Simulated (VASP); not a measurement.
# TiO2 (Rutile): gap against volume and shear, part 4 of 5

How do the gap and the pressure of TiO2 (Rutile) answer to a change of volume or shape? All runs use PBE. Left out of this account: 1 further run (self-consistent run: a reference on another mesh). The start is a cell from a database of measured crystal structures.

VASP 6.6.1; PBE; plane waves and PAW (Ti_sv, O).

So far, least gap on mesh and path (eV): step 2 (bands, cell as listed) 1.87; step 3 (cell volume +4.0 %) 1.77; step 4 (cell volume +8.0 %) 1.68; step 5 (bands, sheared, principal strains -1.7, +0.7, +1.0 %) 1.90.

### Step 6. Bands, volume times 0.96

The cell is compressed evenly, with fractional positions held.

Input file INCAR:

```
SYSTEM = TiO2
PREC = Accurate
ENCUT = 520
EDIFF = 1E-06
NELM = 100
ISMEAR = -1
SIGMA = 0.05
LREAL = .FALSE.
ALGO = Normal
GGA = PE
NBANDS = 40
LASPH = .TRUE.
LORBIT = 11
LWAVE = .FALSE.
LCHARG = .FALSE.
KPAR = 4
```

Input file POSCAR:

```
TiO2
1.0
    4.5301356351      0.0000000000      0.0000000000
    0.0000000000      4.5301356351      0.0000000000
    0.0000000000      0.0000000000      2.9174302354
Ti O
2 4
Direct
    0.0000000000      0.0000000000      0.0000000000
    0.5000000000      0.5000000000      0.5000000000
    0.3049600000      0.3049600000      0.0000000000
    0.1950400000      0.8049600000      0.5000000000
    0.6950400000      0.6950400000      0.0000000000
    0.8049600000      0.1950400000      0.5000000000
```

Input file KPOINTS:

```
Automatic mesh
0
Gamma
5 5 8
0 0 0
```

Input file KPOINTS_OPT:

```
Line mode
16
Line-mode
Reciprocal
  0.00000000   0.00000000   0.00000000 GAMMA
  0.00000000   0.50000000   0.00000000 X

  0.00000000   0.50000000   0.00000000 X
  0.50000000   0.50000000   0.00000000 M

  0.50000000   0.50000000   0.00000000 M
  0.00000000   0.00000000   0.00000000 GAMMA

  0.00000000   0.00000000   0.00000000 GAMMA
  0.00000000   0.00000000   0.50000000 Z

  0.00000000   0.00000000   0.50000000 Z
  0.00000000   0.50000000   0.50000000 R

  0.00000000   0.50000000   0.50000000 R
  0.50000000   0.50000000   0.50000000 A

  0.50000000   0.50000000   0.50000000 A
  0.00000000   0.00000000   0.50000000 Z

  0.00000000   0.50000000   0.00000000 X
  0.00000000   0.50000000   0.50000000 R

  0.50000000   0.50000000   0.00000000 M
  0.50000000   0.50000000   0.50000000 A
```

The projector-augmented-wave data sets are Ti_sv and O (PBE family, release 64).

Launch:

```sh
mpirun -np 4 vasp_std
```

The log of the run:

```text
[... set-up lines as in an earlier step ...]
 entering main loop
       N       E                     dE             d eps       ncg     rms          rms(c)
DAV:   1     0.629360228825E+03    0.62936E+03   -0.23080E+04  2400   0.143E+03
DAV:   2     0.134852124763E+02   -0.61588E+03   -0.55744E+03  2504   0.448E+02
DAV:   3    -0.655690827599E+02   -0.79054E+02   -0.77379E+02  3080   0.159E+02
DAV:   4    -0.704411622409E+02   -0.48721E+01   -0.48483E+01  3464   0.338E+01
DAV:   5    -0.705697513550E+02   -0.12859E+00   -0.12858E+00  2936   0.473E+00    0.330E+01
DAV:   6    -0.539476077164E+02    0.16622E+02   -0.37758E+01  3128   0.744E+01    0.111E+01
DAV:   7    -0.536432740929E+02    0.30433E+00   -0.68599E+00  2792   0.258E+01    0.101E+01
DAV:   8    -0.534849786235E+02    0.15830E+00   -0.35820E-01  2952   0.540E+00    0.652E+00
DAV:   9    -0.535757781064E+02   -0.90799E-01   -0.46495E-01  3592   0.873E+00    0.330E+00
DAV:  10    -0.534904690992E+02    0.85309E-01   -0.11809E-01  2992   0.370E+00    0.198E+00
DAV:  11    -0.534595890258E+02    0.30880E-01   -0.43352E-02  3120   0.296E+00    0.408E-01
DAV:  12    -0.534594709595E+02    0.11807E-03   -0.53143E-03  2824   0.563E-01    0.299E-01
DAV:  13    -0.534591174430E+02    0.35352E-03   -0.53797E-04  2840   0.155E-01    0.878E-02
DAV:  14    -0.534590448818E+02    0.72561E-04   -0.34208E-04  3112   0.852E-02    0.521E-02
DAV:  15    -0.534590353429E+02    0.95389E-05   -0.22005E-05  3144   0.349E-02    0.292E-02
DAV:  16    -0.534590303118E+02    0.50311E-05   -0.75203E-06  2832   0.335E-02    0.846E-03
DAV:  17    -0.534590301162E+02    0.19565E-06   -0.15245E-06  2384   0.111E-02
   1 F= -.53459030E+02 E0= -.53459030E+02  d E =-.163528E-09
 Start KPOINTS_OPT (optional k-point list driver)
k-point batch [1-30\144]
       N       E                     dE             ncg
DAV:   1     0.241838981553E+04   -0.18343E+05     2400
DAV:   2    -0.149420170236E+05   -0.17360E+05     2520
DAV:   3    -0.171261017270E+05   -0.21841E+04     3200
DAV:   4    -0.172722792389E+05   -0.14618E+03     3488
DAV:   5    -0.172763707359E+05   -0.40915E+01     2712
DAV:   6    -0.172764747050E+05   -0.10397E+00     3032
DAV:   7    -0.172764764114E+05   -0.17064E-02     2784
DAV:   8    -0.172764764472E+05   -0.35815E-04     2768
DAV:   9    -0.172764764476E+05   -0.39360E-06     1656
[...]
k-point batch [121-144\144]
       N       E                     dE             ncg
DAV:   1     0.753932467877E+04   -0.37827E+05     1928
DAV:   2    -0.602408375453E+04   -0.13563E+05     1944
DAV:   3    -0.772919709736E+04   -0.17051E+04     2512
DAV:   4    -0.784801771390E+04   -0.11882E+03     2776
DAV:   5    -0.785130185261E+04   -0.32841E+01     2280
DAV:   6    -0.785133790104E+04   -0.36048E-01     2568
DAV:   7    -0.785133856477E+04   -0.66374E-03     2264
DAV:   8    -0.785133857785E+04   -0.13078E-04     2008
DAV:   9    -0.785133857827E+04   -0.41781E-06     1320
```

The job ended after 75 s (4 MPI ranks of AMD EPYC 7R43, shared host; peak memory 0.88 GiB).

Parts of OUTCAR (step 6):

```text
   ENCUT  =  520.0 eV  38.22 Ry    6.18 a.u.   8.42  8.42  5.42*2*pi/ulx,y,z

   NELECT =      48.0000    total number of electrons

 E-fermi :   6.2510

 k-point     1 :       0.0000    0.0000    0.0000
  band No.  band energies     occupation
    ...
     20       3.2763      2.00000
     21       4.5942      2.00000
     22       4.8415      2.00000
     23       4.8415      2.00000
     24       5.2873      2.00000
     25       7.2586      0.00000
     26       7.5976      0.00000
     27       7.8270      0.00000
     28       7.9259      0.00000
     29       7.9259      0.00000
    ...

  Total        6.1737316      6.1737316      7.0601062      0.0000000      0.0000000      0.0000000
  in kB      165.2096603    165.2096603    188.9291295      0.0000000      0.0000000      0.0000000
  external PRESSURE =     173.1161500 kB  Pullay stress =       0.0000000 kB

 POSITION                                       TOTAL-FORCE (eV/Angst)
 -----------------------------------------------------------------------------------
      0.00000      0.00000      0.00000         0.000000      0.000000      0.000000
      2.26507      2.26507      1.45872         0.000000      0.000000      0.000000
      1.38151      1.38151      0.00000        -0.242352     -0.242352     -0.000000
      0.88356      3.64658      1.45872         0.242352     -0.242352      0.000000
      3.14863      3.14863      0.00000         0.242352      0.242352      0.000000
      3.64658      0.88356      1.45872        -0.242352      0.242352      0.000000
 -----------------------------------------------------------------------------------
    total drift:                                0.000000      0.000000     -0.000000

  FREE ENERGIE OF THE ION-ELECTRON SYSTEM (eV)
  ---------------------------------------------------
  free  energy   TOTEN  =       -53.4590301162 eV

  energy  without entropy=      -53.4590301160  energy(sigma->0) =      -53.45903012

[... 5 parts as in an earlier step ...]

[... 11 further parts left out ...]
```

This step gave:

```yaml
scf_cycles: 17
irreducible_k_points: 30
symmetry_operations: 16
free_energy_toten: -53.4590 eV
fermi_energy: 6.251 eV
pressure: 17.31 GPa
least_gap_on_mesh_and_path: 1.971 eV
least_direct_gap_on_mesh_and_path: 1.971 eV
```

The electronic bands at the labelled points (eV, zero at the valence-band top; v1 is the highest filled band, c1 the lowest empty one):

```csv
point,v4,v3,v2,v1,c1,c2,c3,c4
Γ,-0.69,-0.45,-0.45,0.00,1.97,2.31,2.54,2.64
0.47 of the way,-1.36,-1.03,-0.82,-0.21,2.26,2.63,2.86,2.92
X,-1.67,-1.67,-0.78,-0.78,2.70,2.70,3.20,3.20
0.47 of the way,-1.51,-1.51,-1.11,-1.11,2.45,2.45,2.96,2.96
M,-1.31,-1.31,-1.05,-1.05,2.02,2.02,2.66,2.66
0.53 of the way,-1.75,-1.12,-1.07,-0.36,2.06,2.65,2.76,3.20
Γ,-0.69,-0.45,-0.45,0.00,1.97,2.31,2.54,2.64
0.47 of the way,-1.88,-1.40,-1.40,-0.42,2.34,2.68,2.92,3.25
Z,-2.52,-2.52,-1.45,-1.45,3.13,3.13,3.36,3.36
0.47 of the way,-1.92,-1.92,-1.67,-1.67,2.64,2.64,3.37,3.37
R,-2.13,-2.13,-1.09,-1.09,2.00,2.00,3.39,3.39
0.53 of the way,-1.56,-1.56,-0.88,-0.88,2.31,2.31,3.40,3.40
A,-1.35,-1.35,-0.67,-0.67,2.72,2.72,3.40,3.40
0.47 of the way,-1.90,-1.51,-1.42,-1.16,2.18,2.90,3.37,3.39
Z,-2.52,-2.52,-1.45,-1.45,3.13,3.13,3.36,3.36
jump to X,-1.67,-1.67,-0.78,-0.78,2.70,2.70,3.20,3.20
0.47 of the way,-2.07,-2.07,-0.85,-0.85,2.75,2.75,3.37,3.37
R,-2.13,-2.13,-1.09,-1.09,2.00,2.00,3.39,3.39
jump to M,-1.31,-1.31,-1.05,-1.05,2.02,2.02,2.66,2.66
0.53 of the way,-1.84,-1.84,-1.28,-1.28,2.91,2.91,3.08,3.08
A,-1.35,-1.35,-0.67,-0.67,2.72,2.72,3.40,3.40
```

Of the projections kept (Ti, O), the largest for each band there; the rest of the weight can lie on other orbitals:

```csv
point,v4,v3,v2,v1,c1,c2,c3,c4
Γ,O 0.96,O 0.98,O 0.98,O 0.95,Ti 0.98,Ti 0.90,Ti 0.96,Ti 1.00
X,O 0.83,O 0.83,O 0.96,O 0.96,Ti 0.87,Ti 0.87,Ti 0.91,Ti 0.91
M,O 0.92,O 0.92,O 0.94,O 0.94,Ti 0.96,Ti 0.96,Ti 1.00,Ti 1.00
Γ,O 0.96,O 0.98,O 0.98,O 0.95,Ti 0.98,Ti 0.90,Ti 0.96,Ti 1.00
Z,O 0.83,O 0.83,O 0.87,O 0.87,Ti 0.85,Ti 0.85,Ti 0.96,Ti 0.96
R,O 0.74,O 0.74,O 0.99,O 0.99,Ti 0.99,Ti 0.99,Ti 0.97,Ti 0.97
```

Force by atom:

```csv
atom,x (eV/Å),y (eV/Å),z (eV/Å),size
Ti1,0.000,0.000,0.000,0.000
Ti2,0.000,0.000,0.000,0.000
O3,-0.242,-0.242,0.000,0.343
O4,0.242,-0.242,0.000,0.343
O5,0.242,0.242,0.000,0.343
O6,-0.242,0.242,0.000,0.343
```

The gap is 1.97 eV, direct at Γ. That is +0.10 eV from the cell as listed. The pressure is 17.31 GPa.

### Step 7. Bands, volume times 0.92

The cell is scaled evenly once more. A prediction first. A parabola through the 4 pressures of evenly scaled cells so far, P = 6.09 -253.9 t +511 t² GPa with t = ln(V/V₁) and V₁ the volume at scale 1, gives 30.81 GPa at t = -0.0834. A straight line through the gaps, 1.871 -2.44 t eV, gives 2.07 eV.

INCAR is that of step 6.

Edit POSCAR of step 6 so:

```diff
@@ -2,5 +2,5 @@
 1.0
-    4.5301356351      0.0000000000      0.0000000000
-    0.0000000000      4.5301356351      0.0000000000
-    0.0000000000      0.0000000000      2.9174302354
+    4.4663224078      0.0000000000      0.0000000000
+    0.0000000000      4.4663224078      0.0000000000
+    0.0000000000      0.0000000000      2.8763341947
 Ti O
```

KPOINTS is that of step 6.

KPOINTS_OPT is that of step 6.

Launch:

```sh
mpirun -np 4 vasp_std
```

The log of the run:

```text
[... set-up lines as in an earlier step ...]
 entering main loop
       N       E                     dE             d eps       ncg     rms          rms(c)
DAV:   1     0.642631390492E+03    0.64263E+03   -0.22958E+04  2408   0.145E+03
DAV:   2     0.166738030627E+02   -0.62596E+03   -0.56481E+03  2448   0.453E+02
DAV:   3    -0.647484631171E+02   -0.81422E+02   -0.79668E+02  3128   0.162E+02
DAV:   4    -0.696799333557E+02   -0.49315E+01   -0.49092E+01  3456   0.344E+01
DAV:   5    -0.698219626386E+02   -0.14203E+00   -0.14202E+00  3000   0.489E+00    0.350E+01
DAV:   6    -0.533692428213E+02    0.16453E+02   -0.36614E+01  3184   0.758E+01    0.108E+01
DAV:   7    -0.531941559749E+02    0.17509E+00   -0.64774E+00  2728   0.246E+01    0.108E+01
DAV:   8    -0.530462588784E+02    0.14790E+00   -0.39564E-01  3016   0.713E+00    0.501E+00
DAV:   9    -0.531448647769E+02   -0.98606E-01   -0.31814E-01  3496   0.541E+00    0.303E+00
DAV:  10    -0.530895921742E+02    0.55273E-01   -0.79044E-02  2856   0.385E+00    0.140E+00
DAV:  11    -0.530826153436E+02    0.69768E-02   -0.22662E-02  3208   0.151E+00    0.265E-01
DAV:  12    -0.530820733303E+02    0.54201E-03   -0.20997E-03  2960   0.429E-01    0.112E-01
DAV:  13    -0.530819606318E+02    0.11270E-03   -0.29325E-04  3216   0.166E-01    0.559E-02
DAV:  14    -0.530819158978E+02    0.44734E-04   -0.11560E-04  3704   0.945E-02    0.203E-02
DAV:  15    -0.530819175531E+02   -0.16554E-05   -0.14517E-05  2600   0.297E-02    0.146E-02
DAV:  16    -0.530819158794E+02    0.16738E-05   -0.17167E-06  1968   0.217E-02    0.162E-03
DAV:  17    -0.530819159858E+02   -0.10644E-06   -0.32721E-07  1352   0.427E-03
   1 F= -.53081916E+02 E0= -.53081916E+02  d E =-.109857E-09
 Start KPOINTS_OPT (optional k-point list driver)
k-point batch [1-30\144]
       N       E                     dE             ncg
DAV:   1     0.318039287454E+04   -0.17755E+05     2408
DAV:   2    -0.143003442626E+05   -0.17481E+05     2504
DAV:   3    -0.164954440927E+05   -0.21951E+04     3248
DAV:   4    -0.166429083770E+05   -0.14746E+03     3432
DAV:   5    -0.166465922774E+05   -0.36839E+01     2776
DAV:   6    -0.166466915287E+05   -0.99251E-01     3128
DAV:   7    -0.166466942131E+05   -0.26845E-02     2792
DAV:   8    -0.166466943242E+05   -0.11106E-03     2576
DAV:   9    -0.166466943270E+05   -0.27752E-05     1720
DAV:  10    -0.166466943272E+05   -0.21464E-06     1528
[...]
k-point batch [121-144\144]
       N       E                     dE             ncg
DAV:   1     0.876413996820E+04   -0.38352E+05     1920
DAV:   2    -0.503371820949E+04   -0.13798E+05     1984
DAV:   3    -0.676519636125E+04   -0.17315E+04     2544
DAV:   4    -0.688171225226E+04   -0.11652E+03     2784
DAV:   5    -0.688462677292E+04   -0.29145E+01     2288
DAV:   6    -0.688467472586E+04   -0.47953E-01     2528
DAV:   7    -0.688467525676E+04   -0.53090E-03     2280
DAV:   8    -0.688467527034E+04   -0.13584E-04     2056
DAV:   9    -0.688467527069E+04   -0.34935E-06     1352
```

Wall time 72 s (4 MPI ranks); peak memory 0.84 GiB; 4.7 min of CPU time.

OUTCAR, selected parts (step 7):

```text
   ENCUT  =  520.0 eV  38.22 Ry    6.18 a.u.   8.30  8.30  5.35*2*pi/ulx,y,z

   NELECT =      48.0000    total number of electrons

 E-fermi :   6.8300

 k-point     1 :       0.0000    0.0000    0.0000
  band No.  band energies     occupation
    ...
     20       3.7129      2.00000
     21       5.0696      2.00000
     22       5.3036      2.00000
     23       5.3036      2.00000
     24       5.7482      2.00000
     25       7.8253      0.00000
     26       8.1996      0.00000
     27       8.4306      0.00000
     28       8.5398      0.00000
     29       8.5398      0.00000
    ...

  Total       10.4183736     10.4183736     12.5388333     -0.0000000      0.0000000      0.0000000
  in kB      290.9182888    290.9182888    350.1291162     -0.0000000      0.0000000      0.0000000
  external PRESSURE =     310.6552313 kB  Pullay stress =       0.0000000 kB

 POSITION                                       TOTAL-FORCE (eV/Angst)
 -----------------------------------------------------------------------------------
      0.00000      0.00000      0.00000         0.000000      0.000000      0.000000
      2.23316      2.23316      1.43817         0.000000      0.000000      0.000000
      1.36205      1.36205      0.00000        -0.419282     -0.419282     -0.000000
      0.87111      3.59521      1.43817         0.419282     -0.419282      0.000000
      3.10427      3.10427      0.00000         0.419282      0.419282      0.000000
      3.59521      0.87111      1.43817        -0.419282      0.419282      0.000000
 -----------------------------------------------------------------------------------
    total drift:                                0.000000      0.000000     -0.000000

  FREE ENERGIE OF THE ION-ELECTRON SYSTEM (eV)
  ---------------------------------------------------
  free  energy   TOTEN  =       -53.0819159858 eV

  energy  without entropy=      -53.0819159857  energy(sigma->0) =      -53.08191599

[... 5 parts as in an earlier step ...]

[... 11 further parts left out ...]
```

This step gave:

```
free energy (TOTEN)               : -53.0819 eV
Fermi energy                      : 6.83 eV
pressure                          : 31.07 GPa
least gap on mesh and path        : 2.077 eV
least direct gap on mesh and path : 2.077 eV
```

Electronic bands along the path, in eV, zero at the valence-band top; v1 is the highest filled band, c1 the lowest empty one:

```csv
point,v4,v3,v2,v1,c1,c2,c3,c4
Γ,-0.68,-0.44,-0.44,0.00,2.08,2.45,2.68,2.79
0.53 of the way,-1.63,-1.12,-0.91,-0.29,2.47,2.84,3.09,3.17
X,-1.71,-1.71,-0.82,-0.82,2.87,2.87,3.40,3.40
0.47 of the way,-1.53,-1.53,-1.16,-1.16,2.60,2.60,3.14,3.14
M,-1.31,-1.31,-1.05,-1.05,2.14,2.14,2.82,2.82
0.47 of the way,-1.86,-1.26,-1.17,-0.47,2.18,2.81,2.91,3.40
Γ,-0.68,-0.44,-0.44,0.00,2.08,2.45,2.68,2.79
0.47 of the way,-1.92,-1.42,-1.42,-0.45,2.47,2.85,3.10,3.43
Z,-2.68,-2.68,-1.47,-1.47,3.32,3.32,3.57,3.57
0.47 of the way,-2.02,-2.02,-1.71,-1.71,2.78,2.78,3.59,3.59
R,-2.21,-2.21,-1.14,-1.14,2.10,2.10,3.61,3.61
0.53 of the way,-1.64,-1.64,-0.90,-0.90,2.43,2.43,3.62,3.62
A,-1.43,-1.43,-0.66,-0.66,2.86,2.86,3.58,3.58
0.53 of the way,-2.14,-1.76,-1.51,-1.39,2.38,3.11,3.58,3.60
Z,-2.68,-2.68,-1.47,-1.47,3.32,3.32,3.57,3.57
jump to X,-1.71,-1.71,-0.82,-0.82,2.87,2.87,3.40,3.40
0.47 of the way,-2.13,-2.13,-0.88,-0.88,2.90,2.90,3.58,3.58
R,-2.21,-2.21,-1.14,-1.14,2.10,2.10,3.61,3.61
jump to M,-1.31,-1.31,-1.05,-1.05,2.14,2.14,2.82,2.82
0.47 of the way,-2.03,-2.03,-1.40,-1.40,2.96,2.96,3.16,3.16
A,-1.43,-1.43,-0.66,-0.66,2.86,2.86,3.58,3.58
```

Of the projections kept (Ti, O), the largest for each band there; the rest of the weight can lie on other orbitals:

```csv
point,v4,v3,v2,v1,c1,c2,c3,c4
Γ,O 0.95,O 0.98,O 0.98,O 0.95,Ti 0.98,Ti 0.89,Ti 0.96,Ti 1.00
X,O 0.82,O 0.82,O 0.96,O 0.96,Ti 0.87,Ti 0.87,Ti 0.91,Ti 0.91
M,O 0.92,O 0.92,O 0.93,O 0.93,Ti 0.96,Ti 0.96,Ti 1.00,Ti 1.00
Γ,O 0.95,O 0.98,O 0.98,O 0.95,Ti 0.98,Ti 0.89,Ti 0.96,Ti 1.00
Z,O 0.83,O 0.83,O 0.87,O 0.87,Ti 0.85,Ti 0.85,Ti 0.96,Ti 0.96
R,O 0.74,O 0.74,O 0.98,O 0.98,Ti 0.98,Ti 0.98,Ti 0.97,Ti 0.97
```

Force by atom:

```csv
atom,x (eV/Å),y (eV/Å),z (eV/Å),size
Ti1,0.000,0.000,0.000,0.000
Ti2,0.000,0.000,0.000,0.000
O3,-0.419,-0.419,0.000,0.593
O4,0.419,-0.419,0.000,0.593
O5,0.419,0.419,0.000,0.593
O6,-0.419,0.419,0.000,0.593
```

The gap is 2.08 eV, direct at Γ. That is +0.21 eV from the cell as listed. The pressure is 31.07 GPa. The parabola predicted 30.81 GPa, -0.25 GPa off. The line predicted a gap of 2.07 eV, -0.00 eV off.

[end of part 4 of 5]

[Lines on the potential files, build, host, timing and source positions are cut from VASP's logs without a mark.]

[Logs are printed without paths, hosts, clocks, repeated set-up lines and the standing remarks that a program may print on its own settings, such as how far it seeks lower states.]

[Hosts, paths, dates, database ids (printed as entryN), source tags and the programs' standing remarks are cut or masked in the printed files.]

[A measured line is paired with the nearest computed mode of its activity, which favours agreement.]
